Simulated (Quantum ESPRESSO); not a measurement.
# TaN(001), stepped through the number of layers, part 5 of 7

Wanted: a table for TaN(001) against the number of layers, and what can be fitted to it.

Quantum ESPRESSO 7.5; plane-wave DFT, PBE, GBRV ultrasoft pseudopotentials.

So far. Step 5 (SCF with pw.x, 3 layers): The vacuum levels are read from the outermost 0.7 Å of the cell on either side. Step 5 (SCF with pw.x, 3 layers): Inside the slab this potential holds the local part of the pseudopotentials, which can be repulsive at the nuclei; only its value in the vacuum has a meaning of its own.

## (6) Relaxing the ions, 4 layers

System of this step: TaN(001), 4 layers. The cell holds 8 atoms: 4 Ta and 4 N. Its edges and angles: a = 3.121 Å, b = 3.121 Å, c = 22.628 Å, α = 90.0°, β = 90.0°, γ = 90.0°. It derives from TaN. Vacuum lies along c.

Contents of m1.relax.in:

```
&control
  prefix = 'm1.relax'
  outdir = './out'
  pseudo_dir = './pseudo'
  nstep = 40
  forc_conv_thr = 0.001
  calculation = 'relax'
/
&system
  ibrav = 0
  nat = 8
  ntyp = 2
  ecutwfc = 40
  ecutrho = 200
  occupations = 'smearing'
  smearing = 'mv'
  degauss = 0.02
/
&electrons
  conv_thr = 1e-08
  mixing_beta = 0.4
  electron_maxstep = 120
  mixing_mode = 'local-TF'
/
&ions
/
ATOMIC_SPECIES
  Ta  180.9479  ta_pbe_v1.uspp.F.UPF
  N   14.0070  n_pbe_v1.2.uspp.F.UPF
CELL_PARAMETERS angstrom
  3.12077658300000 0.00000000000000 0.00000000000000
  0.00000000000000 3.12077658300000 0.00000000000000
  0.00000000000000 0.00000000000000 22.62805934438235
ATOMIC_POSITIONS crystal
  Ta  0.000000000000 0.000000000000 0.353513035793
  N   0.500000000000 0.500000000000 0.353513035793
  Ta  0.500000000000 0.500000000000 0.451171011931
  N   0.000000000000 0.000000000000 0.451171011931
  Ta  0.000000000000 0.000000000000 0.548828988069
  N   0.500000000000 0.500000000000 0.548828988069
  Ta  0.500000000000 0.500000000000 0.646486964207
  N   0.000000000000 0.000000000000 0.646486964207
K_POINTS automatic
  12 12 1 0 0 0
```

Command:

```console
$ OMP_NUM_THREADS=1 mpirun -n 4 pw.x -nk 4 -in m1.relax.in > m1.relax.out
```

Log:

```text
[banner, memory and clock lines left out]
Program PWSCF v.7.5 starts
[...]
Message from routine setup:
[...]
number of electrons       =        72.00
     number of Kohn-Sham states=           43
     kinetic-energy cutoff     =      40.0000  Ry
     charge density cutoff     =     200.0000  Ry
[...]
number of k points=    28  Marzari-Vanderbilt smearing, width (Ry)=  0.0200
[...]
Dense  grid:    71065 G-vectors     FFT dimensions: (  30,  30, 200)
[...]
negative rho (up, down):  3.697E-01 0.000E+00
     Starting wfcs are   68 randomized atomic wfcs
[...]
negative rho (up, down):  3.689E-01 0.000E+00
[...]
estimated scf accuracy    <       3.20774836 Ry
[...]
negative rho (up, down):  3.725E-01 0.000E+00
[...]
estimated scf accuracy    <       1.05999754 Ry
[...]
negative rho (up, down):  3.797E-01 0.000E+00
[...]
estimated scf accuracy    <       0.09909084 Ry
[...]
negative rho (up, down):  3.889E-01 0.000E+00
[...]
estimated scf accuracy    <       0.06259560 Ry
[...]
negative rho (up, down):  3.849E-01 0.000E+00
[...]
estimated scf accuracy    <       0.02412971 Ry
[...]
negative rho (up, down):  3.859E-01 0.000E+00
[...]
estimated scf accuracy    <       0.02045127 Ry
[...]
negative rho (up, down):  3.850E-01 0.000E+00
[...]
estimated scf accuracy    <       0.00701588 Ry
[...]
negative rho (up, down):  3.851E-01 0.000E+00
[...]
estimated scf accuracy    <       0.01734581 Ry
[...]
negative rho (up, down):  3.851E-01 0.000E+00
[...]
estimated scf accuracy    <       0.00128261 Ry
[...]
negative rho (up, down):  3.884E-01 0.000E+00
[...]
estimated scf accuracy    <       0.00094279 Ry
[...]
negative rho (up, down):  3.865E-01 0.000E+00
[...]
estimated scf accuracy    <       0.00014481 Ry
[...]
negative rho (up, down):  3.866E-01 0.000E+00
[...]
estimated scf accuracy    <       0.00030828 Ry
[...]
negative rho (up, down):  3.866E-01 0.000E+00
[...]
estimated scf accuracy    <       0.00006990 Ry
[...]
negative rho (up, down):  3.865E-01 0.000E+00
[...]
estimated scf accuracy    <       0.00004959 Ry
[...]
negative rho (up, down):  3.865E-01 0.000E+00
[...]
estimated scf accuracy    <       0.00000328 Ry
[...]
negative rho (up, down):  3.865E-01 0.000E+00
[...]
estimated scf accuracy    <       0.00000091 Ry
[...]
negative rho (up, down):  3.865E-01 0.000E+00
[...]
estimated scf accuracy    <       0.00000065 Ry
[...]
negative rho (up, down):  3.865E-01 0.000E+00
[...]
estimated scf accuracy    <       0.00000006 Ry
[...]
negative rho (up, down):  3.865E-01 0.000E+00
[...]
estimated scf accuracy    <       0.00000003 Ry
[...]
negative rho (up, down):  3.865E-01 0.000E+00
[...]
estimated scf accuracy    <       0.00000001 Ry
[...]
negative rho (up, down):  3.865E-01 0.000E+00
[...]
the Fermi energy is     6.1607 ev
!    total energy              =    -648.44325347 Ry
     estimated scf accuracy    <          5.3E-10 Ry
     smearing contrib. (-TS)   =      -0.00126085 Ry
     internal energy E=F+TS    =    -648.44199262 Ry
[...]
one-electron contribution =   -5099.19041382 Ry
     hartree contribution      =    2557.53895686 Ry
     xc contribution           =    -190.59996866 Ry
     ewald contribution        =    2083.80943299 Ry
     convergence has been achieved in  21 iterations
     negative rho (up, down):  3.865E-01 0.000E+00
[...]
Total force =     0.154418     Total SCF correction =     0.000073
[...]
negative rho (up, down):  3.921E-01 0.000E+00
[...]
negative rho (up, down):  3.923E-01 0.000E+00
[...]
estimated scf accuracy    <       0.00320208 Ry
[...]
negative rho (up, down):  3.927E-01 0.000E+00
[...]
estimated scf accuracy    <       0.00167221 Ry
[...]
negative rho (up, down):  3.924E-01 0.000E+00
[...]
estimated scf accuracy    <       0.00011700 Ry
[...]
negative rho (up, down):  3.924E-01 0.000E+00
[...]
estimated scf accuracy    <       0.00003554 Ry
[...]
negative rho (up, down):  3.924E-01 0.000E+00
[...]
estimated scf accuracy    <       0.00002604 Ry
[...]
negative rho (up, down):  3.924E-01 0.000E+00
[...]
estimated scf accuracy    <       0.00001534 Ry
[...]
negative rho (up, down):  3.927E-01 0.000E+00
[...]
estimated scf accuracy    <       0.00000421 Ry
[...]
negative rho (up, down):  3.927E-01 0.000E+00
[...]
estimated scf accuracy    <       0.00000078 Ry
[...]
negative rho (up, down):  3.928E-01 0.000E+00
[...]
estimated scf accuracy    <       0.00000032 Ry
[...]
negative rho (up, down):  3.928E-01 0.000E+00
[...]
estimated scf accuracy    <       0.00000004 Ry
[...]
negative rho (up, down):  3.928E-01 0.000E+00
[...]
estimated scf accuracy    <       0.00000003 Ry
[...]
negative rho (up, down):  3.929E-01 0.000E+00
[...]
the Fermi energy is     6.2201 ev
!    total energy              =    -648.46391225 Ry
     estimated scf accuracy    <          6.3E-09 Ry
     smearing contrib. (-TS)   =      -0.00084666 Ry
     internal energy E=F+TS    =    -648.46306559 Ry
[...]
one-electron contribution =   -5128.17995525 Ry
     hartree contribution      =    2572.26790247 Ry
     xc contribution           =    -190.65400424 Ry
     ewald contribution        =    2098.10299143 Ry
     convergence has been achieved in  12 iterations
     negative rho (up, down):  3.929E-01 0.000E+00
[...]
Total force =     0.113582     Total SCF correction =     0.000197
[...]
negative rho (up, down):  3.864E-01 0.000E+00
[...]
negative rho (up, down):  3.867E-01 0.000E+00
[...]
estimated scf accuracy    <       0.00337941 Ry
[...]
negative rho (up, down):  3.872E-01 0.000E+00
[...]
estimated scf accuracy    <       0.00170742 Ry
[...]
negative rho (up, down):  3.869E-01 0.000E+00
[...]
estimated scf accuracy    <       0.00017592 Ry
[...]
negative rho (up, down):  3.869E-01 0.000E+00
[...]
estimated scf accuracy    <       0.00005404 Ry
[...]
negative rho (up, down):  3.869E-01 0.000E+00
[...]
estimated scf accuracy    <       0.00004117 Ry
[...]
negative rho (up, down):  3.869E-01 0.000E+00
[...]
estimated scf accuracy    <       0.00004442 Ry
[...]
negative rho (up, down):  3.871E-01 0.000E+00
[...]
estimated scf accuracy    <       0.00000569 Ry
[...]
negative rho (up, down):  3.872E-01 0.000E+00
[...]
estimated scf accuracy    <       0.00000111 Ry
[...]
negative rho (up, down):  3.873E-01 0.000E+00
[...]
estimated scf accuracy    <       0.00000045 Ry
[...]
negative rho (up, down):  3.874E-01 0.000E+00
[...]
estimated scf accuracy    <       0.00000024 Ry
[...]
negative rho (up, down):  3.874E-01 0.000E+00
[...]
estimated scf accuracy    <       0.00000004 Ry
[...]
negative rho (up, down):  3.874E-01 0.000E+00
[...]
the Fermi energy is     6.2746 ev
!    total energy              =    -648.47889105 Ry
     estimated scf accuracy    <          2.9E-09 Ry
     smearing contrib. (-TS)   =      -0.00011374 Ry
     internal energy E=F+TS    =    -648.47877731 Ry
[...]
one-electron contribution =   -5159.31833315 Ry
     hartree contribution      =    2588.10486792 Ry
     xc contribution           =    -190.71595864 Ry
     ewald contribution        =    2113.45064656 Ry
     convergence has been achieved in  12 iterations
     negative rho (up, down):  3.874E-01 0.000E+00
[...]
Total force =     0.072649     Total SCF correction =     0.000131
[...]
negative rho (up, down):  3.874E-01 0.000E+00
[...]
negative rho (up, down):  3.879E-01 0.000E+00
[...]
estimated scf accuracy    <       0.00541729 Ry
[...]
negative rho (up, down):  3.889E-01 0.000E+00
[...]
estimated scf accuracy    <       0.00244967 Ry
[...]
negative rho (up, down):  3.886E-01 0.000E+00
[...]
estimated scf accuracy    <       0.00031396 Ry
[...]
negative rho (up, down):  3.887E-01 0.000E+00
[...]
estimated scf accuracy    <       0.00011530 Ry
[...]
negative rho (up, down):  3.887E-01 0.000E+00
[...]
estimated scf accuracy    <       0.00008844 Ry
[...]
negative rho (up, down):  3.886E-01 0.000E+00
[...]
estimated scf accuracy    <       0.00006749 Ry
[...]
negative rho (up, down):  3.888E-01 0.000E+00
[...]
estimated scf accuracy    <       0.00001696 Ry
[...]
negative rho (up, down):  3.890E-01 0.000E+00
[...]
estimated scf accuracy    <       0.00001012 Ry
[...]
negative rho (up, down):  3.892E-01 0.000E+00
[...]
estimated scf accuracy    <       0.00000079 Ry
[...]
negative rho (up, down):  3.892E-01 0.000E+00
[...]
estimated scf accuracy    <       0.00000029 Ry
[...]
negative rho (up, down):  3.893E-01 0.000E+00
[...]
estimated scf accuracy    <       0.00000016 Ry
[...]
negative rho (up, down):  3.893E-01 0.000E+00
[...]
estimated scf accuracy    <       0.00000001 Ry
[...]
negative rho (up, down):  3.893E-01 0.000E+00
[...]
estimated scf accuracy    <       0.00000002 Ry
[...]
negative rho (up, down):  3.893E-01 0.000E+00
[...]
the Fermi energy is     6.3391 ev
!    total energy              =    -648.48818879 Ry
     estimated scf accuracy    <          2.5E-10 Ry
     smearing contrib. (-TS)   =       0.00001253 Ry
     internal energy E=F+TS    =    -648.48820132 Ry
[...]
one-electron contribution =   -5194.35381625 Ry
     hartree contribution      =    2605.97311948 Ry
     xc contribution           =    -190.78790872 Ry
     ewald contribution        =    2130.68040417 Ry
     convergence has been achieved in  14 iterations
     negative rho (up, down):  3.893E-01 0.000E+00
[...]
Total force =     0.085170     Total SCF correction =     0.000054
[...]
negative rho (up, down):  3.892E-01 0.000E+00
[...]
negative rho (up, down):  3.892E-01 0.000E+00
[...]
estimated scf accuracy    <       0.00058029 Ry
[...]
negative rho (up, down):  3.892E-01 0.000E+00
[...]
estimated scf accuracy    <       0.00026828 Ry
[...]
negative rho (up, down):  3.892E-01 0.000E+00
[...]
estimated scf accuracy    <       0.00000900 Ry
[...]
negative rho (up, down):  3.893E-01 0.000E+00
[...]
estimated scf accuracy    <       0.00000138 Ry
[...]
negative rho (up, down):  3.893E-01 0.000E+00
[...]
estimated scf accuracy    <       0.00000081 Ry
[...]
negative rho (up, down):  3.893E-01 0.000E+00
[...]
estimated scf accuracy    <       0.00000039 Ry
[...]
negative rho (up, down):  3.893E-01 0.000E+00
[...]
estimated scf accuracy    <       0.00000031 Ry
[...]
negative rho (up, down):  3.893E-01 0.000E+00
[...]
estimated scf accuracy    <       0.00000005 Ry
[...]
negative rho (up, down):  3.893E-01 0.000E+00
[...]
estimated scf accuracy    <       0.00000004 Ry
[...]
negative rho (up, down):  3.894E-01 0.000E+00
[...]
estimated scf accuracy    <          7.2E-09 Ry
[...]
negative rho (up, down):  3.894E-01 0.000E+00
[...]
estimated scf accuracy    <          5.1E-09 Ry
[...]
negative rho (up, down):  3.894E-01 0.000E+00
[...]
negative rho (up, down):  3.916E-01 0.000E+00
[...]
the Fermi energy is     6.3750 ev
!    total energy              =    -648.50069737 Ry
     estimated scf accuracy    <          1.6E-11 Ry
     smearing contrib. (-TS)   =      -0.00115191 Ry
     internal energy E=F+TS    =    -648.49954546 Ry
[...]
one-electron contribution =   -5126.97312441 Ry
     hartree contribution      =    2572.50199743 Ry
     xc contribution           =    -190.67492918 Ry
     ewald contribution        =    2096.64651071 Ry
     convergence has been achieved in  14 iterations
     negative rho (up, down):  3.916E-01 0.000E+00
[...]
Total force =     0.006660     Total SCF correction =     0.000010
[...]
negative rho (up, down):  3.927E-01 0.000E+00
[...]
negative rho (up, down):  3.927E-01 0.000E+00
[...]
estimated scf accuracy    <       0.00015536 Ry
[...]
negative rho (up, down):  3.927E-01 0.000E+00
[...]
estimated scf accuracy    <       0.00007744 Ry
[...]
negative rho (up, down):  3.927E-01 0.000E+00
[...]
estimated scf accuracy    <       0.00001629 Ry
[...]
negative rho (up, down):  3.927E-01 0.000E+00
[...]
estimated scf accuracy    <       0.00000217 Ry
[...]
negative rho (up, down):  3.927E-01 0.000E+00
[...]
estimated scf accuracy    <       0.00000823 Ry
[...]
negative rho (up, down):  3.927E-01 0.000E+00
[...]
estimated scf accuracy    <       0.00000071 Ry
[...]
negative rho (up, down):  3.927E-01 0.000E+00
[...]
estimated scf accuracy    <       0.00000007 Ry
[...]
negative rho (up, down):  3.927E-01 0.000E+00
[...]
estimated scf accuracy    <          9.1E-09 Ry
[...]
negative rho (up, down):  3.927E-01 0.000E+00
[...]
estimated scf accuracy    <       0.00000004 Ry
[...]
negative rho (up, down):  3.927E-01 0.000E+00
[...]
estimated scf accuracy    <       0.00000001 Ry
[...]
negative rho (up, down):  3.927E-01 0.000E+00
[...]
```

Elapsed: 15 min, on 4 MPI ranks of Arm Neoverse V1, shared host; peak memory 0.92 GiB.

Relaxation path:

| step | energy less that of the first step (eV) | largest force (eV/Å) |
| --- | --- | --- |
| 1 | 0.0000 | 2.1224 |
| 2 | -0.2811 | 1.5662 |
| 3 | -0.4849 | 0.9564 |
| 4 | -0.6114 | 1.3154 |
| 5 | -0.6777 | 1.0167 |
| 6 | -0.7310 | 0.6682 |
| 7 | -0.7726 | 0.1969 |
| 8 | -0.7777 | 0.1623 |
| 9 | -0.7798 | 0.1167 |
| 10 | -0.7816 | 0.1073 |
| 11 | -0.7826 | 0.0570 |
| 12 | -0.7830 | 0.0438 |
| 13 | -0.7833 | 0.0298 |
| 14 | -0.7834 | 0.0132 |

The atoms that moved most (Å):

| atom | dx | dy | dz | length |
| --- | --- | --- | --- | --- |
| N2 | 0.000 | 0.000 | -0.223 | 0.223 |
| N8 | 0.000 | 0.000 | 0.223 | 0.223 |
| Ta1 | 0.000 | 0.000 | 0.134 | 0.134 |
| Ta7 | 0.000 | 0.000 | -0.134 | 0.134 |
| Ta3 | 0.000 | 0.000 | -0.126 | 0.126 |
| Ta5 | 0.000 | 0.000 | 0.126 | 0.126 |
| N4 | 0.000 | 0.000 | 0.062 | 0.062 |
| N6 | 0.000 | 0.000 | -0.062 | 0.062 |

The relaxation lowers the energy by 98 meV an atom.

This step gave:

| Property | Result |
| --- | --- |
| free energy | -8823.3033 eV |
| Fermi energy | 6.367 eV |

## (7) SCF with pw.x, 4 layers

Contents of m1.esm.in:

```
&control
  prefix = 'm1.esm'
  outdir = './out'
  pseudo_dir = './pseudo'
  calculation = 'scf'
  tprnfor = .true.
/
&system
  ibrav = 0
  nat = 8
  ntyp = 2
  ecutwfc = 40
  ecutrho = 200
  occupations = 'smearing'
  smearing = 'mv'
  degauss = 0.02
  assume_isolated = 'esm'
  esm_bc = 'bc1'
/
&electrons
  conv_thr = 1e-08
  mixing_beta = 0.25
  electron_maxstep = 160
  mixing_mode = 'local-TF'
  mixing_ndim = 12
/
ATOMIC_SPECIES
  Ta  180.9479  ta_pbe_v1.uspp.F.UPF
  N   14.0070  n_pbe_v1.2.uspp.F.UPF
CELL_PARAMETERS angstrom
  3.12077658300000 0.00000000000000 0.00000000000000
  0.00000000000000 3.12077658300000 0.00000000000000
  0.00000000000000 0.00000000000000 22.62805934438235
ATOMIC_POSITIONS crystal
  Ta  0.000000000000 0.000000000000 -0.140583555100
  N   0.500000000000 0.500000000000 -0.156357970800
  Ta  0.500000000000 0.500000000000 -0.054396803800
  N   0.000000000000 0.000000000000 -0.046076344400
  Ta  0.000000000000 0.000000000000 0.054396803800
  N   0.500000000000 0.500000000000 0.046076344400
  Ta  0.500000000000 0.500000000000 0.140583555100
  N   0.000000000000 0.000000000000 0.156357970800
K_POINTS automatic
  12 12 1 0 0 0
```

Command:

```console
$ OMP_NUM_THREADS=1 mpirun -n 4 pw.x -nk 4 -in m1.esm.in > m1.esm.out
```

Log:

```text
[banner, memory and clock lines left out]
Program PWSCF v.7.5 starts
[...]
Message from routine setup:
[...]
number of electrons       =        72.00
     number of Kohn-Sham states=           43
     kinetic-energy cutoff     =      40.0000  Ry
     charge density cutoff     =     200.0000  Ry
[...]
number of k points=    28  Marzari-Vanderbilt smearing, width (Ry)=  0.0200
[...]
Dense  grid:    71065 G-vectors     FFT dimensions: (  30,  30, 200)
[...]
negative rho (up, down):  3.760E-01 0.000E+00
     Starting wfcs are   68 randomized atomic wfcs
[...]
negative rho (up, down):  3.760E-01 0.000E+00
[...]
estimated scf accuracy    <       2.22815139 Ry
[...]
negative rho (up, down):  3.800E-01 0.000E+00
[...]
estimated scf accuracy    <       1.43551014 Ry
[...]
negative rho (up, down):  3.815E-01 0.000E+00
[...]
estimated scf accuracy    <       0.61835610 Ry
[...]
negative rho (up, down):  3.836E-01 0.000E+00
[...]
estimated scf accuracy    <       1.47083941 Ry
[...]
negative rho (up, down):  3.920E-01 0.000E+00
[...]
estimated scf accuracy    <       1.73375586 Ry
[...]
negative rho (up, down):  3.864E-01 0.000E+00
[...]
estimated scf accuracy    <       0.30195354 Ry
[...]
negative rho (up, down):  3.887E-01 0.000E+00
[...]
estimated scf accuracy    <       0.29520556 Ry
[...]
negative rho (up, down):  3.889E-01 0.000E+00
[...]
estimated scf accuracy    <       0.02218411 Ry
[...]
negative rho (up, down):  3.894E-01 0.000E+00
[...]
estimated scf accuracy    <       0.04606687 Ry
[...]
negative rho (up, down):  3.933E-01 0.000E+00
[...]
estimated scf accuracy    <       0.02585809 Ry
[...]
negative rho (up, down):  3.908E-01 0.000E+00
[...]
estimated scf accuracy    <       0.29015390 Ry
[...]
negative rho (up, down):  3.884E-01 0.000E+00
[...]
estimated scf accuracy    <       0.35048805 Ry
[...]
negative rho (up, down):  3.924E-01 0.000E+00
[...]
estimated scf accuracy    <       0.00000231 Ry
[...]
negative rho (up, down):  3.924E-01 0.000E+00
[...]
estimated scf accuracy    <       0.00000197 Ry
[...]
negative rho (up, down):  3.925E-01 0.000E+00
[...]
estimated scf accuracy    <       0.00000028 Ry
[...]
negative rho (up, down):  3.925E-01 0.000E+00
[...]
estimated scf accuracy    <       0.00000115 Ry
[...]
negative rho (up, down):  3.925E-01 0.000E+00
[...]
estimated scf accuracy    <       0.00000095 Ry
[...]
negative rho (up, down):  3.925E-01 0.000E+00
[...]
estimated scf accuracy    <       0.00000035 Ry
[...]
negative rho (up, down):  3.925E-01 0.000E+00
[...]
estimated scf accuracy    <       0.00000026 Ry
[...]
negative rho (up, down):  3.925E-01 0.000E+00
[...]
estimated scf accuracy    <       0.00000018 Ry
[...]
negative rho (up, down):  3.925E-01 0.000E+00
[...]
estimated scf accuracy    <       0.00000002 Ry
[...]
negative rho (up, down):  3.925E-01 0.000E+00
[...]
the Fermi energy is    -3.1223 ev
!    total energy              =    -648.50083536 Ry
     estimated scf accuracy    <          7.9E-09 Ry
     smearing contrib. (-TS)   =      -0.00113156 Ry
     internal energy E=F+TS    =    -648.49970380 Ry
[...]
one-electron contribution =   10197.82037163 Ry
     hartree contribution      =   -5115.01966528 Ry
     xc contribution           =    -190.65837179 Ry
     ewald contribution        =   -5540.64203835 Ry
     convergence has been achieved in  60 iterations
     negative rho (up, down):  3.925E-01 0.000E+00
[...]
Total force =     0.001134     Total SCF correction =     0.000251
[...]
```

Elapsed: 5.4 min, on 4 MPI ranks; peak memory 0.88 GiB.

This step gave:

```
free energy                                                    : -8823.3034 eV
Fermi energy                                                   : -3.122 eV
vacuum line at the lower end of the cell, over the Fermi level : 3.122 eV
vacuum line at the upper end of the cell, over the Fermi level : 3.122 eV
```

Inside the slab this potential holds the local part of the pseudopotentials, which can be repulsive at the nuclei; only its value in the vacuum has a meaning of its own.

(Part 5 of 7 ends here.)

[Logs are printed without paths, hosts, clocks, repeated set-up lines and the standing remarks that a program may print on its own settings, such as how far it seeks lower states.]

[Hosts, paths, dates, database ids (printed as entryN), source tags and the programs' standing remarks are cut or masked in the printed files.]

[Maps of the electrostatic potential energy from Ansatz leave out the sawtooth potential of an applied field or a dipole correction, so their vacuum need not be flat; planar profiles and work functions include it.]
